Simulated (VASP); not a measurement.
The system is InSe.

```
In Se
1.0
     4.04733    0.00000    0.00000
    -2.02366    3.50509    0.00000
     0.00000    0.00000   18.05206
In Se
4 4
Direct
  0.33333 0.66667 0.07739
  0.33333 0.66667 0.92261
  0.00000 0.00000 0.42261
  0.00000 0.00000 0.57739
  0.33333 0.66667 0.35298
  0.33333 0.66667 0.64702
  0.66667 0.33333 0.14700
  0.66667 0.33333 0.85300
```

Measurements of this composition are mostly on another form, of space group No. 160.

Base run:

* Program: VASP 6.6.1
* Functional: PBEsol
* Potentials or basis: VASP PAW PBE potentials, release 64 (In_d, Se)
* Cutoff: 520 eV
* k mesh: 8 × 8 × 2
* Occupations: fermi-dirac, width 0.05 eV
* Spin: no spin polarisation

Its results: band gap on the k mesh 0.63 eV, direct; pressure -0.7 GPa; largest force 0.081 eV/Å.

Problem. The run is repeated on the same cell with these changes: functional from PBEsol to PBE. What comes out?

Solution. Band gap on the k mesh 0.72 eV, direct; pressure 1.5 GPa; largest force 0.254 eV/Å.

PBE binds less tightly than PBEsol, so the same cell stands under more pressure.

Caveats: spin-orbit coupling is left out, which moves the levels of the heavy elements; this functional lacks dispersion, which binds the layers, so the pressure and a relaxed spacing across them are unreliable; the PAW data sets were made with another functional, which shifts forces and pressure a little (some runs).

A k mesh can miss the band edges.
